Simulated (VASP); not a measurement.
Mg3Sb2: relaxation of shape and atoms at fixed volume with PBE

The system is Mg3Sb2.

```xyz
5
Lattice="4.6261 0.0000 0.0000 -2.3130 4.0063 0.0000 0.0000 0.0000 7.3219" Properties=species:S:1:pos:R:3 pbc="T T T"
Mg    0.0000    2.6709    4.6281
Mg    2.3130    1.3354    2.6938
Mg    0.0000    0.0000    0.0000
Sb    0.0000    2.6709    1.6507
Sb    2.3130    1.3354    5.6712
```

The cell isn't the ideal one: a relaxed cell with its volume scaled by 1.02.

* Program: VASP 6.6.1
* Task: relaxation of shape and atoms at fixed volume
* Functional: PBE
* Potentials or basis: VASP PAW PBE potentials, release 64 (Mg, Sb)
* Cutoff: 600 eV
* k mesh: 9 × 9 × 5
* Occupations: gaussian, width 0.03 eV
* Spin: no spin polarisation
* Further INCAR settings: ALGO = Normal; EDIFF = 1e-07; IBRION = 2; EDIFFG = -0.01; NSW = 40; ISIF = 4

```yaml
Energy_gained_by_relaxing: 0.1 meV/atom
Ionic_steps: 5
Pressure_after_relaxing: -0.8 GPa
Band_gap_on_the_k_mesh: 0.14 eV, indirect (least direct gap 0.92 eV)
```

Forces in eV/Å, atoms in the order of the input:
```
Mg   0.000  0.000  0.002
Mg   0.000  0.000 -0.002
Mg   0.000  0.000  0.000
Sb   0.000  0.000  0.000
Sb   0.000  0.000  0.000
```

Step by step:
```tsv
step	energy change (eV)	largest force (eV/Å)	pressure (GPa)
1	0.0000	0.0426	-0.83
2	-0.0002	0.0314	-0.81
3	-0.0003	0.0122	-0.79
4	-0.0002	0.0263	-0.76
5	-0.0004	0.0020	-0.78
```

Final structure:
```yaml
crystal:
  lattice:
    - [4.62395, 0.00000, 0.00000]
    - [-2.31198, 4.00446, 0.00000]
    - [0.00000, 0.00000, 7.32863]
  atoms:
    - { symbol: Mg, position: [0.33333, 0.66667, 0.63207] }
    - { symbol: Mg, position: [0.66667, 0.33333, 0.36793] }
    - { symbol: Mg, position: [0.00000, 0.00000, 0.00000] }
    - { symbol: Sb, position: [0.33333, 0.66667, 0.22652] }
    - { symbol: Sb, position: [0.66667, 0.33333, 0.77348] }
```

Levels at points of the mesh, in eV from the valence-band top:
```
           k point  band 4  band 5  band 6  band 7  band 8  band 9  band 10  band 11  band 12
(0.00, 0.00, 0.00)   -1.04   -1.04   -0.37   -0.37    0.00    0.92     1.17     3.04     3.04
```

Wall time 110 s on 1 thread of Intel(R) Xeon(R) 6975P-C (Granite Rapids), on a shared host, peak memory 0.38 GiB.

Caveat: spin-orbit coupling is left out, which moves the levels of the heavy elements; an odd mesh through Γ misses points on the zone boundary, where band edges often lie.
